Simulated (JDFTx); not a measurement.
Crystal: MgSe.

```
Se Mg
1.0
     0.00000    2.72550    2.72550
     2.72550    0.00000    2.72550
     2.72550    2.72550    0.00000
Se Mg
1 1
Direct
  0.50000 0.50000 0.50000
  0.00000 0.00000 0.00000
```

| Property | Result |
| --- | --- |
| Program | JDFTx 1.7.0 (patched build) |
| Task | single point |
| Functional | PBE |
| Potentials or basis | PseudoDojo-SR-PBE-0.5-standard |
| Cutoff | 1170 eV |
| Density cutoff | 4680 eV |
| k mesh | 8 × 8 × 8 |
| Occupations | fermi-dirac, width 0.05 eV |
| Spin | no spin polarisation |

On this cell: pressure 2.1 GPa; largest force zero by symmetry; band gap on the k mesh 1.82 eV, indirect (least direct gap 2.60 eV).

The same run follows on a disturbed copy (atoms moved at random, drawn with an rms of 0.05 Å):

```
Se Mg
1.0
     0.00000    2.72550    2.72550
     2.72550    0.00000    2.72550
     2.72550    2.72550    0.00000
Se Mg
1 1
Direct
  0.48691 0.50455 0.49757
  0.00322 0.99083 0.99151
```

Task: What does the disturbed cell give?

Result: The energy moves by +2.4 meV/atom; pressure 2.2 GPa; largest force 0.155 eV/Å; band gap on the k mesh 1.82 eV, indirect (least direct gap 2.60 eV).

Forces in eV/Å, atoms in the order of the input:
```
Se  -0.136  0.070  0.017
Mg   0.137 -0.070 -0.019
```

Stress tensor (GPa, compression positive):
```
2.36 0.02 0.00
0.02 2.14 0.00
0.00 0.00 2.07
```

Caveats: forces may be off by hundredths of an eV/Å (some runs).

A k mesh can miss the band edges.
